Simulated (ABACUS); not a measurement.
# GaN (F-43m) in ABACUS: notebook

The runs below take GaN through single point, relaxation of cell and atoms, with PBE.

Program: ABACUS 3.10.1. These are calculated values, not measurements. Logs are shortened: lines on timing, memory, paths and dates and some standing lists are left out, and cuts for length are marked.

**Measured values to compare with.**

A printed reference work, textbook reports, for a bulk crystal of GaN at 0 K: band gap 3.299 eV (direct).

The runs below are set against these values where they give the same quantity.

## (1) The crystal as given

It takes space group F-43m (No. 216, cubic). Conventional cell: a = 4.507 Å, b = 4.507 Å, c = 4.507 Å, α = 90.00°, β = 90.00°, γ = 90.00°. Ga (site symmetry -43m) has 4 N at 1.95 Å as nearest neighbours. N (site symmetry -43m) is surrounded by 4 Ga at 1.95 Å.

The cell is a database's computed one.

## (2) Single point, PBE

Input file INPUT:

```
INPUT_PARAMETERS
suffix              GaN
calculation         scf
basis_type          lcao
pseudo_dir          ./
orbital_dir         ./
symmetry            1
dft_functional      pbe
ecutwfc             100
pseudo_rcut         10
nspin               1
nbands              19
ks_solver           genelpa
smearing_method     fd
smearing_sigma      0.00367493
scf_thr             1e-07
scf_nmax            100
mixing_type         broyden
mixing_beta         0.7
cal_force           1
cal_stress          1
out_mul             1
out_chg             1
```

Input file STRU:

```
ATOMIC_SPECIES
Ga 69.7230 Ga_ONCV_PBE-1.2.upf
N 14.0070 N_ONCV_PBE-1.2.upf

NUMERICAL_ORBITAL
Ga_confined-atom_8au_2s2p2d.orb
N_confined-atom_6au_2s2p1d.orb

LATTICE_CONSTANT
1.8897261246

LATTICE_VECTORS
0.0000000000 2.2535006075 2.2535006075
2.2535006075 0.0000000000 2.2535006075
2.2535006075 2.2535006075 0.0000000000

ATOMIC_POSITIONS
Cartesian

Ga
0.0
1
0.0000000000 0.0000000000 0.0000000000 1 1 1

N
0.0
1
1.1267503038 1.1267503038 1.1267503038 1 1 1
```

Input file KPT:

```
K_POINTS
0
Gamma
9 9 9 0 0 0
```

Potentials or basis: SG15 ONCV 1.2 PBE, DZP LCAO (the cutoffs set its grid).

On the command line:

```
$ OMP_NUM_THREADS=1 mpirun -np 4 abacus > log
```

running log:

```text
ABACUS v3.10.1

               Atomic-orbital Based Ab-initio Computation at UStc

 ------------------------------------------------------------------------------------

 READING GENERAL INFORMATION
                           global_out_dir = OUT.GaN/
                           global_in_card = INPUT
                               pseudo_dir = ./
                              orbital_dir = ./
                                    DSIZE = 4
                                    GSIZE = 1

 READING UNITCELL INFORMATION
                                    ntype = 2
                  lattice constant (Bohr) = 1.88973
              lattice constant (Angstrom) = 1

 READING ATOM TYPE 1
                               atom label = Ga
                      L=0, number of zeta = 2
                      L=1, number of zeta = 2
                      L=2, number of zeta = 2
             number of atom for this type = 1

 READING ATOM TYPE 2
                               atom label = N
                      L=0, number of zeta = 2
                      L=1, number of zeta = 2
                      L=2, number of zeta = 1
             number of atom for this type = 1

                        TOTAL ATOM NUMBER = 2
CARTESIAN COORDINATES ( UNIT =       1.889726124600 Bohr ).
    atom                   x                   y                   z     mag                  vx                  vy                  vz
tauc_Ga1            0.0000000000        0.0000000000        0.0000000000  0.0000        0.0000000000        0.0000000000        0.0000000000
tauc_N1            1.1267503038        1.1267503038        1.1267503038  0.0000        0.0000000000        0.0000000000        0.0000000000

                          Volume (Bohr^3) = 154.454
                             Volume (A^3) = 22.8877

 Lattice vectors: (Cartesian coordinate: in unit of a_0)
                   +0             +2.2535             +2.2535
              +2.2535                  +0             +2.2535
              +2.2535             +2.2535                  +0
 Reciprocal vectors: (Cartesian coordinate: in unit of 2 pi/a_0)
            -0.221877           +0.221877           +0.221877
            +0.221877           -0.221877           +0.221877
            +0.221877           +0.221877           -0.221877
 The esolver type has been set to : ksdft_lcao

                PAO radial cut off (Bohr) = 10

 Read in pseudopotential file is Ga_ONCV_PBE-1.2.upf
                     pseudopotential type = NC
          exchange-correlation functional = PBE
                 nonlocal core correction = 0
                        valence electrons = 13
                                     lmax = 2
                           number of zeta = 0
                     number of projectors = 6
                           L of projector = 0
[... 5 lines left out ...]
                PAO radial cut off (Bohr) = 10

 Read in pseudopotential file is N_ONCV_PBE-1.2.upf
                     pseudopotential type = NC
          exchange-correlation functional = PBE
                 nonlocal core correction = 0
                        valence electrons = 5
                                     lmax = 1
                           number of zeta = 0
                     number of projectors = 4
                           L of projector = 0
                           L of projector = 0
                           L of projector = 1
                           L of projector = 1
     initial pseudo atomic orbital number = 0

 SETUP THE ELECTRONS NUMBER
            electron number of element Ga = 13
      total electron number of element Ga = 13
             electron number of element N = 5
       total electron number of element N = 5
            AUTOSET number of electrons:  = 18
                           occupied bands = 9
                                   NLOCAL = 31
                                   NBANDS = 19
                                   NBANDS = 19
                                   NLOCAL = 31

%%%%%%%%%%%%%%%%%%%%%%%%%%%%%%%%%%%%%%%%%%%%%%%%%%%%%%%%%%%%%%%%%%%%%%%%%%%%%%%%%%%%%%%%%%%%%%%%%%%%%%%%%%
 Warning: the number of valence electrons in pseudopotential > 3 for Ga: [Ar] 3d10 4s2 4p1
 Pseudopotentials with additional electrons can yield (more) accurate outcomes, but may be less efficient.
 If you're confident that your chosen pseudopotential is appropriate, you can safely ignore this warning.
%%%%%%%%%%%%%%%%%%%%%%%%%%%%%%%%%%%%%%%%%%%%%%%%%%%%%%%%%%%%%%%%%%%%%%%%%%%%%%%%%%%%%%%%%%%%%%%%%%%%%%%%%%

 SETUP THE PLANE WAVE BASIS
 energy cutoff for charge/potential (unit:Ry) = 400
            fft grid for charge/potential = [ 40, 40, 40 ]
                        fft grid division = [ 5, 5, 5 ]
        big fft grid for charge/potential = [ 8, 8, 8 ]
                                     nbxx = 128
                                     nrxx = 16000

 SETUP PLANE WAVES FOR CHARGE/POTENTIAL
                    number of plane waves = 20827
                         number of sticks = 1003

 PARALLEL PW FOR CHARGE/POTENTIAL
     PROC   COLUMNS(POT)             PW
        1            251           5208
[... 26 lines left out ...]
                           BETA  (DEGREE) = 60
                           GAMMA (DEGREE) = 60

 The lattice vectors have been changed (STRU_SIMPLE.cif)

(for optimal symmetric configuration:)
                             BRAVAIS TYPE = 3
                     BRAVAIS LATTICE NAME = 03. Cubic F (face-centered)
                                    ibrav = 3
                                    IBRAV = 3
                                  BRAVAIS = FACE CENTERED CUBIC
                       LATTICE CONSTANT A = 4.507
Original cell was already a primitive cell.
                        ROTATION MATRICES = 48
              PURE POINT GROUP OPERATIONS = 24
                   SPACE GROUP OPERATIONS = 24
                                       C2 = 3
                                       C3 = 8
                                       C4 = 0
                                       C6 = 0
                                       S1 = 6
                                       S3 = 0
                                       S4 = 6
                                       S6 = 0
                              POINT GROUP = T_d
                                       C2 = 3
                                       C3 = 8
                                       C4 = 0
                                       C6 = 0
                                       S1 = 6
                                       S3 = 0
                                       S4 = 6
                                       S6 = 0
               POINT GROUP IN SPACE GROUP = T_d

 SETUP K-POINTS
                                    nspin = 1
                   Input type of k points = Monkhorst-Pack(Gamma)
                                   nkstot = 729
                       right hand lattice = 1
(for reciprocal lattice: )
                             BRAVAIS TYPE = 2
                     BRAVAIS LATTICE NAME = 02. Cubic I (body-centered)
                                    ibrav = 2
                       right hand lattice = 1
(for k-lattice: )
                             BRAVAIS TYPE = 2
                     BRAVAIS LATTICE NAME = 02. Cubic I (body-centered)
                                    ibrav = 2
                       right hand lattice = 1
                        ROTATION MATRICES = 48
                               nkstot_ibz = 35
K-POINTS REDUCTION ACCORDING TO SYMMETRY
     IBZ    DIRECT_X    DIRECT_Y    DIRECT_Z  WEIGHT  ibz2bz
       1  0.00000000  0.00000000  0.00000000  0.0014       0
       2  0.11111111  0.11111111  0.11111111  0.0110       1
       3  0.22222222  0.22222222  0.22222222  0.0110       2
       4  0.33333333  0.33333333  0.33333333  0.0110       3
       5  0.44444444  0.44444444  0.44444444  0.0110       4
       6  0.11111111  0.11111111  0.00000000  0.0082      10
[... 22 lines left out ...]
      29  0.44444444  0.33333333  0.11111111  0.0329     112
      30 -0.44444444  0.44444444  0.22222222  0.0658     113
[... 5 further k points ...]

                               nkstot now = 35
[... K-POINTS DIRECT COORDINATES: 35 rows ...]

           k-point number in this process = 35
       minimum distributed K point number = 35
[... stars of the k points ...]

[... K-POINTS CARTESIAN COORDINATES: 35 rows ...]

[... K-POINTS DIRECT COORDINATES: 35 rows ...]

 SETUP PLANE WAVES FOR WAVE FUNCTIONS
     energy cutoff for wavefunc (unit:Ry) = 100
              fft grid for wave functions = [ 40, 40, 40 ]
                    number of plane waves = 3527
                         number of sticks = 313

 PARALLEL PW FOR WAVE FUNCTIONS
     PROC   COLUMNS(POT)             PW
        1             79            882
        2             79            882
        3             78            881
        4             77            882
 --------------- sum -------------------
        4            313           3527

 SET NONLOCAL PSEUDOPOTENTIAL PROJECTORS
 SET NONLOCAL PSEUDOPOTENTIAL PROJECTORS
 max number of nonlocal projetors among all species is 6

 -------------------------------------------
 SELF-CONSISTENT
 -------------------------------------------

 SETUP SEARCHING RADIUS FOR PROGRAM TO SEARCH ADJACENT ATOMS
                  longest orb rcut (Bohr) = 8
   longest nonlocal projector rcut (Bohr) = 2.5
                     search radius (Bohr) = 21
              searching radius is (Bohr)) = 21
         searching radius unit is (Bohr)) = 1.89
                         PeriodicBoundary = 1
                        Radius(unit:lat0) = 11.1
                                   glayer = [ 6, 6, 6 ]
                             glayer_minus = [ 5, 5, 5 ]

Find the coordinate range of the input atom(unit:lat0).
                                  min_tau = [ -22.5, -22.5, -22.5 ]
                                  max_tau = [ 23.7, 23.7, 23.7 ]
                                BoxNumber = [ 11, 11, 11 ]

 SETUP EXTENDED REAL SPACE GRID FOR GRID INTEGRATION
                          real space grid = [ 40, 40, 40 ]
                 big cell numbers in grid = [ 8, 8, 8 ]
             meshcell numbers in big cell = [ 5, 5, 5 ]
                        extended fft grid = [ 14, 14, 14 ]
                dimension of extened grid = [ 37, 37, 37 ]
                            UnitCellTotal = 125
              Atom number in sub-FFT-grid = 2
    Local orbitals number in sub-FFT-grid = 31
                                ParaV.nnr = 43192
                                 init_chg = atomic

 LCAO ALGORITHM --------------- ION=   1  ELEC=   1--------------------------------

 Density error is 0.123056839329
----------------------------------------------------------
     Energy           Rydberg                 eV
----------------------------------------------------------
 E_KohnSham     -151.0049230237      -2054.5273791738
 E_Harris       -151.7161962071      -2064.2047473031
 E_Fermi        0.7262230005         9.8807708259
----------------------------------------------------------
[... 80 lines left out ...]
 Density error is 2.74310259597e-08
----------------------------------------------------------
     Energy           Rydberg                 eV
----------------------------------------------------------
 E_KohnSham     -151.2392137347      -2057.7150678321
 E_KS(sigma->0) -151.2392137347      -2057.7150678321
 E_Harris       -151.2392147878      -2057.7150821595
 E_band         0.8123395201         11.0524461845
 E_one_elec     -53.6168404280       -729.4945385781
 E_Hartree      42.3223217368        575.8247282101
 E_xc           -23.2703779273       -316.6097344247
 E_Ewald        -116.6743171162      -1587.4355230393
 E_entropy(-TS) -0.0000000000        -0.0000000001
 E_descf        0.0000000000         0.0000000000
 E_exx          0.0000000000         0.0000000000
 E_Fermi        0.8760967609         11.9199079471
----------------------------------------------------------

 charge density convergence is achieved
 final etot is -2057.7150678 eV
 EFERMI = 11.919907947 eV

 STATE ENERGY(eV) AND OCCUPATIONS    NSPIN == 1
 1/35 kpoint (Cartesian) = 0.0000 0.0000 0.0000 (661 pws)
       1       -5.17523     0.00274348
       2       -2.99938     0.00274348
       3       -2.99938     0.00274348
       4       -2.99938     0.00274348
       5       -2.68531     0.00274348
       6       -2.68531     0.00274348
[... 104 lines left out ...]
       6       -2.67643      0.0164609
[... 11 lines left out ...]
      18        32.5895        0.00000
      19        34.6857        0.00000

[... levels at 29 further k points ...]

 correction force for each atom along direction 1 is 0.00216695
 correction force for each atom along direction 2 is 0.00189099
 correction force for each atom along direction 3 is 0.00612131
------------------------------------------------------------------------------------------
 TOTAL-FORCE (eV/Angstrom)
------------------------------------------------------------------------------------------
                       Ga1         0.0000000000         0.0000000000         0.0000000000
                        N1         0.0000000000         0.0000000000         0.0000000000
------------------------------------------------------------------------------------------

----------------------------------------------------------------
 TOTAL-STRESS (KBAR)
----------------------------------------------------------------
        76.8996990357        -0.0000000000        -0.0000000000
        -0.0000000000        76.8996990357        -0.0000000000
        -0.0000000000        -0.0000000000        76.8996990357
----------------------------------------------------------------
 TOTAL-PRESSURE: 76.899699 KBAR

 --------------------------------------------
 !FINAL_ETOT_IS -2057.7150678321172563 eV
 --------------------------------------------
```

It took 2.7 s on 4 MPI ranks of AMD EPYC 9R45 (Zen 5), shared host; peak memory 0.4 GiB.

Results:

| Quantity | Value |
| --- | --- |
| Free energy | -2057.7151 eV |
| Pressure | 7.7 GPa |
| Band gap on the k mesh | 2.05 eV, direct |
| Mulliken charges | Ga +0.65; N -0.65 e |

Levels at points of the mesh, in eV from the valence-band top:
| k point | band 5 | band 6 | band 7 | band 8 | band 9 | band 10 | band 11 | band 12 | band 13 | band 14 |
| --- | --- | --- | --- | --- | --- | --- | --- | --- | --- | --- |
| (0.00, 0.00, 0.00) | -13.43 | -13.43 | 0.00 | 0.00 | 0.00 | 2.05 | 10.34 | 10.34 | 10.34 | 19.71 |

Caveat: the atomic orbitals were generated for these runs and aren't a published set; Mulliken charges move with the basis; the basis of atomic orbitals isn't converged, which shifts pressures, moduli and gaps.

## (3) Relaxation of cell and atoms, PBE

Edit INPUT of step 2 so:

```diff
@@ -2,3 +2,3 @@
 suffix              GaN
-calculation         scf
+calculation         cell-relax
 basis_type          lcao
@@ -11,3 +11,3 @@
 nspin               1
-nbands              19
+nbands              13
 ks_solver           genelpa
@@ -22,2 +22,6 @@
 out_mul             1
-out_chg             1
+relax_nmax          60
+force_thr_ev        0.005
+relax_method        cg
+out_stru            1
+stress_thr          1
```

Input file STRU:

```
ATOMIC_SPECIES
Ga 69.7230 Ga_ONCV_PBE-1.2.upf
N 14.0070 N_ONCV_PBE-1.2.upf

NUMERICAL_ORBITAL
Ga_confined-atom_8au_2s2p2d.orb
N_confined-atom_6au_2s2p1d.orb

LATTICE_CONSTANT
6.0224269985

LATTICE_VECTORS
0.0000000000 0.7071067812 0.7071067812
0.7071067812 0.0000000000 0.7071067812
0.7071067812 0.7071067812 0.0000000000

ATOMIC_POSITIONS
Cartesian

Ga
0.0
1
0.0000000000 0.0000000000 0.0000000000 1 1 1

N
0.0
1
0.3535533906 0.3535533906 0.3535533906 1 1 1
```

KPT is that of step 2.

Potentials or basis: SG15 ONCV 1.2 PBE, DZP LCAO (the cutoffs set its grid).

On the command line:

```
$ OMP_NUM_THREADS=1 mpirun -np 4 abacus > log
```

It took 6.2 s on 4 MPI ranks of AMD EPYC 9R45 (Zen 5), shared host; peak memory 0.4 GiB.

The run converged. Its results:

| Item | Value |
| --- | --- |
| Free energy | -2057.7385 eV |
| Relaxed volume | 11.95 Å³/atom |
| Relaxed cell | a = 3.234 Å, b = 3.234 Å, c = 3.234 Å, α = 60.00°, β = 60.00°, γ = 60.00° |
| Space group after relaxing (to 0.05 Å) | F-43m (No. 216) |
| Energy gained by relaxing | 11.7 meV/atom |
| Ionic steps | 3 |
| Pressure after relaxing | 0.0 GPa |
| Mulliken charges | Ga +0.64; N -0.64 e |

The path:
| step | energy change (eV) | largest force (eV/Å) | pressure (GPa) | volume (Å³) |
| --- | --- | --- | --- | --- |
| 1 | 0.0000 | 0.0000 | 7.69 | 22.89 |
| 2 | -0.0066 | 0.0000 | -5.62 | 24.83 |
| 3 | -0.0234 | 0.0000 | -0.04 | 23.91 |

Final structure:
```yaml
crystal:
  lattice:
    - [0.00000, 2.28644, 2.28644]
    - [2.28644, 0.00000, 2.28644]
    - [2.28644, 2.28644, 0.00000]
  atoms:
    - { symbol: Ga, position: [0.00000, 0.00000, 0.00000] }
    - { symbol: N, position: [0.25000, 0.25000, 0.25000] }
```

Caveat: the atomic orbitals were generated for these runs and aren't a published set; Mulliken charges move with the basis; the basis of atomic orbitals isn't converged, which shifts pressures, moduli and gaps.

## (4) Single point, PBE

Input file INPUT:

```
INPUT_PARAMETERS
suffix              GaN
calculation         scf
basis_type          pw
pseudo_dir          ./
latname             fcc
symmetry            1
dft_functional      pbe
ecutwfc             92
pseudo_rcut         10
nspin               1
nbands              19
ks_solver           dav
smearing_method     fd
smearing_sigma      0.00367493
scf_thr             1e-08
scf_nmax            100
mixing_type         broyden
mixing_beta         0.7
cal_force           1
cal_stress          1
out_chg             1
out_pot             2
out_elf             1
```

Input file STRU:

```
ATOMIC_SPECIES
Ga 69.7230 Ga.upf
N 14.0070 N.upf

LATTICE_CONSTANT
8.5169979397

ATOMIC_POSITIONS
Direct

Ga
0.0
1
0.0000000000 0.0000000000 0.0000000000 1 1 1

N
0.0
1
0.7500000000 0.7500000000 0.7500000000 1 1 1
```

Input file KPT:

```
K_POINTS
0
Gamma
8 8 8 0 0 0
```

Potentials or basis: Ansatz NC PBE, plane waves.

On the command line:

```
$ OMP_NUM_THREADS=1 mpirun -np 4 abacus > log
```

Run time: 19 s. Hardware: 4 MPI ranks of Intel Xeon Platinum 8259CL at 2.50GHz (Skylake/Cascade Lake), shared host; peak memory 0.24 GiB.

It converged, with:

* Free energy: -2376.3342 eV
* Pressure: 5.3 GPa
* Band gap on the k mesh: 1.74 eV, direct

Levels at points of the mesh, in eV from the valence-band top:
```tsv
k point	band 5	band 6	band 7	band 8	band 9	band 10	band 11	band 12	band 13	band 14
(0.00, 0.00, 0.00)	-13.27	-13.27	0.00	0.00	0.00	1.74	10.31	10.31	10.31	17.60
(0.50, 0.50, 0.50)	-13.22	-11.97	-7.03	-0.97	-0.97	4.65	8.73	10.36	10.36	15.63
(0.50, 0.50, 0.00)	-13.19	-11.53	-6.12	-2.70	-2.70	3.36	6.66	11.71	13.96	13.96
```

[end of part 1 of 2]
